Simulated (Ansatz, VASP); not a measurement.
## GaP: VASP beside Ansatz

```
Ga P
1.0
     1.96858    1.13656    6.51544
    -1.96858    1.13656    6.51544
     0.00000   -2.27313    6.51544
Ga P
2 2
Direct
  0.56463 0.56463 0.56463
  0.43537 0.43537 0.43537
  0.94261 0.94261 0.94261
  0.05739 0.05739 0.05739
```

Change from the starting cell: volume scaled by 1.04.

Alike in both runs: task single point; functional PBE; k mesh 8 × 8 × 8; occupations fermi-dirac, width 0.05 eV; no spin polarisation.

```csv
,VASP,Ansatz
version,VASP 6.6.1,Ansatz 0.2.0
potentials or method,"VASP PAW PBE potentials, release 64 (Ga_d, P)",Ansatz PAW
plane-wave cutoff (eV),520,420
valence electrons in the cell,36,36
```

Ansatz gave:

| Item | Value |
| --- | --- |
| gap on the k mesh at the Fermi level (eV) | 0.81 |
| least direct gap on the mesh (eV) | 1.03 |
| pressure (GPa) | -2.5 |
| largest component of the traceless stress (GPa) | 0.19 |
| rms of the force components (eV/Å) | 0.017 |

Problem. What did VASP give for the same quantities?

Solution. gap on the k mesh at the Fermi level (eV): 0.81; least direct gap on the mesh (eV): 1.02; pressure (GPa): -2.5; largest component of the traceless stress (GPa): 0.26; rms of the force components (eV/Å): 0.032.

Atom by atom the forces differ by 0.015 eV/Å (rms over components). The functional is the same, so the differences come from potentials, cutoffs and numerics.

A k mesh can miss the band edges.
